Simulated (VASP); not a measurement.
**SiC in VASP: one cell, several levels of theory, part 1 of 2**

SiC built on the zincblende prototype, under +5.0 % strain along z alone is computed at one geometry. Runs: PBE, r2SCAN. The results are then set beside those of Ansatz 0.2.0 for the same cell.

Code: VASP 6.6.1. PAW datasets, plane waves. No spin polarisation and no zero-point or thermal motion.

### Step 1. The system as given

The cell comes from an earlier relaxation with r2SCAN in another program, then strained, with the atoms relaxed again.

It is tetragonal, I-4m2 (No. 119); a = 3.080 Å, c = 4.574 Å in the conventional setting, 10.85 Å³ an atom. Near Si stand 4 C at 1.92 Å; near C stand 4 Si at 1.92 Å.

As a file:

Space group I-4m2 (No. 119). a = 3.080 Å, b = 3.080 Å, c = 4.574 Å, α = 90.00°, β = 90.00°, γ = 90.00°
| atom | site | symmetry | x | y | z |
| --- | --- | --- | --- | --- | --- |
| Si | 2a | -4m2 | 0.0000 | 0.0000 | 0.0000 |
| C | 2d | -4m2 | 0.5000 | 0.0000 | 0.2500 |

### Step 2. PBE at this geometry

INCAR

```
ENCUT = 520.000000
SIGMA = 0.020000
EDIFF = 1.00e-07
GGA = PE
PREC = Accurate
IBRION = -1
ISIF = 2
ISMEAR = -1
NBANDS = 11
NELM = 120
NSW = 0
LASPH = .TRUE.
LCHARG = .TRUE.
LELF = .TRUE.
LWAVE = .FALSE.
LREAL = .FALSE.
```

KPOINTS

```
KPOINTS created by Atomic Simulation Environment
0
Gamma
10 10 10
0 0 0
```

KPOINTS_OPT

```
special points
7
Reciprocal
0.0000000000 0.0000000000 0.0000000000 1
-0.5000000000 -0.5000000000 0.0000000000 1
-0.3750000000 -0.3750000000 0.2500000000 1
-0.3750000000 0.0000000000 0.3750000000 1
0.0000000000 0.0000000000 0.5000000000 1
-0.5000000000 -0.2500000000 0.2500000000 1
0.0000000000 0.5000000000 0.5000000000 1
```

POSCAR

```
Si C
 1.0000000000000000
     0.0000000000000000    2.1780523449999998    2.2869549621999998
     2.1780523449999998    0.0000000000000000    2.2869549621999998
     2.1780523449999998    2.1780523449999998    0.0000000000000000
 Si  C
   1   1
Cartesian
  0.0000000000000000  0.0000000000000000  0.0000000000000000
  1.0890261724999997  1.0890261724999997  1.1434774810999999
```

The run uses the recommended PBE PAW datasets (8 valence electrons a neutral cell).

Command:

```console
$ mpirun -np 1 vasp_std
```

Standard output, without the iteration lines:

```text
POSCAR found type information on POSCAR SiC
 POSCAR found :  2 types and       2 ions
 LDA part: xc-table for (Slater+PW92), standard interpolation
 POSCAR, INCAR and KPOINTS ok, starting setup
 FFT: planning ... GRIDC
 FFT: planning ... GRID_SOFT
 FFT: planning ... GRID
 WAVECAR not read
 entering main loop
 Start KPOINTS_OPT (optional k-point list driver)
k-point batch [1-7\7]
```

OSZICAR:

```text
N       E                     dE             d eps       ncg     rms          rms(c)
DAV:   1     0.385547135731E+01    0.38555E+01   -0.39129E+03  2311   0.610E+02
DAV:   2    -0.160997025371E+02   -0.19955E+02   -0.19193E+02  2850   0.110E+02
DAV:   3    -0.167401688397E+02   -0.64047E+00   -0.63926E+00  2748   0.163E+01
DAV:   4    -0.167428337584E+02   -0.26649E-02   -0.26648E-02  2600   0.133E+00
DAV:   5    -0.167428462612E+02   -0.12503E-04   -0.12503E-04  2776   0.858E-02    0.833E+00
DAV:   6    -0.150596140471E+02    0.16832E+01   -0.64104E+00  2496   0.111E+01    0.364E+00
DAV:   7    -0.150243834512E+02    0.35231E-01   -0.32904E-01  2694   0.332E+00    0.170E+00
DAV:   8    -0.150170277013E+02    0.73557E-02   -0.19549E-02  2574   0.928E-01    0.171E-01
DAV:   9    -0.150171115873E+02   -0.83886E-04   -0.17832E-03  2825   0.234E-01    0.110E-01
DAV:  10    -0.150172292157E+02   -0.11763E-03   -0.26689E-04  2543   0.975E-02    0.265E-02
DAV:  11    -0.150172317874E+02   -0.25717E-05   -0.49757E-05  2691   0.357E-02    0.702E-03
DAV:  12    -0.150172322629E+02   -0.47543E-06   -0.23585E-06  2628   0.905E-03    0.120E-03
DAV:  13    -0.150172322803E+02   -0.17436E-07   -0.13894E-07  2581   0.236E-03
   1 F= -.15017232E+02 E0= -.15017232E+02  d E =-.808418E-11
       N       E                     dE             ncg
DAV:   1     0.196378924495E+04   -0.18540E+04      162
DAV:   2     0.183199203220E+04   -0.13180E+03      191
DAV:   3     0.182874987885E+04   -0.32422E+01      204
DAV:   4     0.182873939982E+04   -0.10479E-01      178
DAV:   5     0.182873935269E+04   -0.47129E-04      204
DAV:   6     0.182873935236E+04   -0.32777E-06      189
DAV:   7     0.182873935236E+04   -0.28540E-08      204
```

The lines after F= are the extra pass for the points of KPOINTS_OPT, at fixed density; their E is not a total energy.

Parts of OUTCAR:

```text
k-points           NKPTS =    102   k-points in BZ     NKDIM =    102   number of bands    NBANDS=     11

   NELECT =       8.0000    total number of electrons

   dimension x,y,z NGX =    24 NGY =   24 NGZ =   24
   dimension x,y,z NGXF=    48 NGYF=   48 NGZF=   48

  energy-cutoff  :      520.00
  volume of cell :       21.70
      direct lattice vectors                 reciprocal lattice vectors
     0.000000000  2.178052345  2.286954962    -0.229562894  0.229562894  0.218631328
     2.178052345  0.000000000  2.286954962     0.229562894 -0.229562894  0.218631328
     2.178052345  2.178052345  0.000000000     0.229562894  0.229562894 -0.218631328

 k-points in reciprocal lattice and weights: KPOINTS created by Atomic Simulation Env
   0.00000000  0.00000000  0.00000000       0.001
   0.10000000  0.00000000  0.00000000       0.008
   0.20000000  0.00000000  0.00000000       0.008
   0.30000000  0.00000000  0.00000000       0.008
   0.40000000  0.00000000  0.00000000       0.008
   0.50000000  0.00000000  0.00000000       0.004
   0.10000000  0.10000000  0.00000000       0.002
   0.20000000  0.10000000  0.00000000       0.008
[... 94 more k-points ...]

 E-fermi :   8.0983

 k-point     1 :       0.0000    0.0000    0.0000
  band No.  band energies     occupation
      1      -7.4489      2.00000
      2       7.3558      2.00000
      3       7.7098      2.00000
      4       7.7098      2.00000
      5      13.2445      0.00000
      6      14.5376      0.00000
      7      14.5376      0.00000
      8      14.6631      0.00000
      9      21.0217      0.00000
     10      22.5434      0.00000
     11      23.3417      0.00000

 k-point     2 :       0.1000    0.0000    0.0000
  band No.  band energies     occupation
      1      -7.2606      2.00000
      2       6.5621      2.00000
      3       7.3459      2.00000
      4       7.5982      2.00000
      5      13.5672      0.00000
      6      14.6388      0.00000
      7      14.7901      0.00000
      8      14.9840      0.00000
      9      20.2552      0.00000
     10      21.4967      0.00000
     11      23.4595      0.00000

 k-point     3 :       0.2000    0.0000    0.0000
  band No.  band energies     occupation
      1      -6.7045      2.00000
      2       4.5102      2.00000
      3       6.9692      2.00000
      4       7.3429      2.00000
      5      13.2970      0.00000
      6      15.0681      0.00000
      7      15.2614      0.00000
      8      15.9776      0.00000
      9      19.9135      0.00000
     10      20.5875      0.00000
     11      22.7484      0.00000

 k-point     4 :       0.3000    0.0000    0.0000
  band No.  band energies     occupation
      1      -5.8172      2.00000
      2       2.2704      2.00000
      3       6.5996      2.00000
      4       7.0826      2.00000
      5      12.8324      0.00000
      6      14.9321      0.00000
      7      15.3541      0.00000
      8      16.9894      0.00000
      9      20.9138      0.00000
     10      21.0129      0.00000
     11      22.4620      0.00000

 k-point     5 :       0.4000    0.0000    0.0000
  band No.  band energies     occupation
      1      -4.7285      2.00000
      2       0.2955      2.00000
      3       6.3429      2.00000
      4       6.9047      2.00000
      5      12.5042      0.00000
      6      14.6297      0.00000
      7      15.1064      0.00000
      8      17.3678      0.00000
      9      22.4304      0.00000
     10      22.6283      0.00000
     11      23.4248      0.00000

 k-point     6 :       0.5000    0.0000    0.0000
  band No.  band energies     occupation
      1      -4.0494      2.00000
      2      -0.6891      2.00000
      3       6.2526      2.00000
      4       6.8430      2.00000
      5      12.3884      0.00000
      6      14.5030      0.00000
      7      14.9705      0.00000
      8      17.4046      0.00000
      9      23.0696      0.00000
     10      24.0539      0.00000
     11      24.7902      0.00000

 k-point     7 :       0.1000    0.1000    0.0000
  band No.  band energies     occupation
      1      -7.2130      2.00000
      2       6.5872      2.00000
      3       7.2837      2.00000
      4       7.2837      2.00000
      5      13.7524      0.00000
      6      14.2004      0.00000
      7      15.2182      0.00000
      8      15.2182      0.00000
      9      18.6978      0.00000
     10      22.8065      0.00000
     11      24.2387      0.00000

 k-point     8 :       0.2000    0.1000    0.0000
  band No.  band energies     occupation
      1      -6.7937      2.00000
      2       5.1646      2.00000
      3       6.9035      2.00000
      4       6.9040      2.00000
      5      13.5464      0.00000
      6      14.4679      0.00000
      7      15.8265      0.00000
      8      15.8868      0.00000
      9      18.1813      0.00000
     10      22.2885      0.00000
     11      24.3702      0.00000

 k-point     9 :       0.3000    0.1000    0.0000
  band No.  band energies     occupation
      1      -6.0266      2.00000
      2       3.1016      2.00000
      3       6.3831      2.00000
      4       6.6163      2.00000
      5      13.2942      0.00000
      6      14.4230      0.00000
      7      16.2014      0.00000
      8      16.4776      0.00000
      9      19.3015      0.00000
     10      22.2730      0.00000
     11      23.6049      0.00000

 k-point    10 :       0.4000    0.1000    0.0000
  band No.  band energies     occupation
      1      -4.9909      2.00000
      2       1.0625      2.00000
      3       5.8622      2.00000
      4       6.5013      2.00000
      5      13.0885      0.00000
      6      14.0731      0.00000
      7      15.9423      0.00000
      8      17.5171      0.00000
      9      20.8349      0.00000
     10      23.4454      0.00000
     11      23.5768      0.00000

 k-point    11 :       0.5000    0.1000    0.0000
  band No.  band energies     occupation
      1      -4.0311      2.00000
      2      -0.3940      2.00000
      3       5.4844      2.00000
      4       6.5745      2.00000
      5      13.0351      0.00000
      6      13.9773      0.00000
      7      15.5549      0.00000
      8      17.9548      0.00000
      9      22.4972      0.00000
     10      24.0797      0.00000
     11      24.1263      0.00000

 k-point    12 :      -0.4000    0.1000    0.0000
  band No.  band energies     occupation
      1      -4.2212      2.00000
      2      -0.1181      2.00000
      3       5.3231      2.00000
      4       6.8090      2.00000
      5      13.1256      0.00000
      6      14.2700      0.00000
      7      15.3613      0.00000
      8      17.7440      0.00000
      9      22.1695      0.00000
     10      22.7200      0.00000
     11      24.8268      0.00000

 k-point    13 :      -0.3000    0.1000    0.0000
  band No.  band energies     occupation
      1      -5.2712      2.00000
      2       1.5946      2.00000
      3       5.4121      2.00000
      4       7.1430      2.00000
      5      13.3512      0.00000
      6      14.8606      0.00000
      7      15.3722      0.00000
      8      16.9932      0.00000
      9      20.2348      0.00000
     10      22.1174      0.00000
     11      24.1553      0.00000

 k-point    14 :      -0.2000    0.1000    0.0000
  band No.  band energies     occupation
      1      -6.2520      2.00000
      2       3.7154      2.00000
      3       5.7582      2.00000
      4       7.4776      2.00000
      5      13.7080      0.00000
      6      15.1261      0.00000
      7      15.2657      0.00000
      8      16.1556      0.00000
      9      19.3812      0.00000
     10      21.5649      0.00000
     11      23.4646      0.00000

 k-point    15 :      -0.1000    0.1000    0.0000
  band No.  band energies     occupation
      1      -6.9345      2.00000
      2       5.6597      2.00000
      3       6.4044      2.00000
      4       7.6719      2.00000
      5      13.9646      0.00000
      6      14.3992      0.00000
      7      14.8886      0.00000
      8      15.8770      0.00000
      9      19.9766      0.00000
     10      21.0116      0.00000
     11      23.8405      0.00000

 k-point    16 :       0.2000    0.2000    0.0000
  band No.  band energies     occupation
      1      -6.5144      2.00000
      2       4.9108      2.00000
      3       6.4066      2.00000
      4       6.4066      2.00000
      5      12.4162      0.00000
      6      14.5176      0.00000
      7      16.8149      0.00000
      8      16.8149      0.00000
      9      17.4279      0.00000
     10      23.5867      0.00000
     11      26.4857      0.00000

[... the tables of k-points 17 to 102 left out ...]

  Total       -0.2863721     -0.2863721     -2.1338027      0.0000000      0.0000000      0.0000000
  in kB      -21.1454547    -21.1454547   -157.5580517      0.0000000      0.0000000      0.0000000
  external PRESSURE =     -66.6163203 kB  Pullay stress =       0.0000000 kB

 POSITION                                       TOTAL-FORCE (eV/Angst)
 -----------------------------------------------------------------------------------
      0.00000      0.00000      0.00000         0.000000      0.000000      0.000000
      1.08903      1.08903      1.14348        -0.000000     -0.000000      0.000000
 -----------------------------------------------------------------------------------
    total drift:                               -0.000000     -0.000000      0.000000

  FREE ENERGIE OF THE ION-ELECTRON SYSTEM (eV)
  ---------------------------------------------------
  free  energy   TOTEN  =       -15.0172322803 eV

  energy  without entropy=      -15.0172322803  energy(sigma->0) =      -15.01723228
```

Hardware: 1 MPI rank of Intel Xeon Platinum 8488C, shared host.

The levels at the points of KPOINTS_OPT are read from vasprun.xml.

Near the gap, in eV above the top of the last filled band v; c is the band after it:

| point | v−1 | v | c | c+1 |
| --- | --- | --- | --- | --- |
| Γ | 0.00 | 0.00 | 5.53 | 6.83 |
| X | -2.87 | -2.87 | 1.58 | 4.59 |
| U | -5.43 | -2.30 | 3.34 | 7.95 |
| K | -5.41 | -2.81 | 2.77 | 7.07 |
| L | -1.46 | -0.87 | 4.68 | 6.79 |
| W | -4.88 | -4.61 | 5.23 | 8.81 |

The PBE gap is 1.15 eV and indirect (Γ to (0.00, 0.50, 0.50)), with 4.45 eV as the least direct one. The pressure is -6.66 GPa; the forces vanish within 0.01 eV/Å.

The maps below are laid out on this run's own conventional cell (a, b, c = 3.080, 3.080, 4.574 Å).

Density in a lattice plane of the grid's cell (edges 3.08 and 4.57 Å, at 0.000 of the third edge), which holds Si and C.

Ten even steps from ' ' (-0.18 e/Å³) to '@' (1.70 e/Å³):
```
  ....::::::::::..::::::::::....
::::::::::::..........::::::::::
::::::::::..............::::::::
::::::::..................::::::
::::::......................::::
................................
................................
................................
................................
............::::::::::..........
........::::----------::::......
........::--==++**++==--::......
......::--==**%%%%%%**==--::....
....::--==**%%@@@@@@%%**==--::..
::::::--++##@@@@##@@@@##++--::::
::::--==++##@@@@@@@@@@##++==--::
::----==++**%%%%%%%%%%**++==----
::::--==++++++******++++++==--::
  ..::--======------======--::..
    ..::----::::::::::----::..  
```
Columns run along the first of these edges and rows up along the second, over one cell in 16 and 20 even steps from the bottom left corner. Atoms in the plane (fractional): Si at (0.00, 0.00), C at (0.50, 0.25).

ELF in the same plane.

Ten even steps from '0' (0.00) to '9' (0.93):
```
0012444434454210
2222332111233222
3333221000122333
4433210000012334
3322110000011223
1111000000000111
0000000000000000
0000001111100000
0000012333210000
0000135666531000
0001356777653100
0013567787765310
0125677656776521
1246775212577642
3468885000488864
4589997313799985
3589998657899985
2489999888999984
0258998878899852
0025777666777520
```
Columns run along the first of these edges and rows up along the second, over one cell in 16 and 20 even steps from the bottom left corner. Atoms in the plane (fractional): Si at (0.00, 0.00), C at (0.50, 0.25).

Both are smooth fields of the valence electrons: close to the nuclei they are not physical.

Outside the cores ELF peaks at 0.93 on the Si–C line, 1.0 Å from Si.

(Continued in part 2 of 2.)
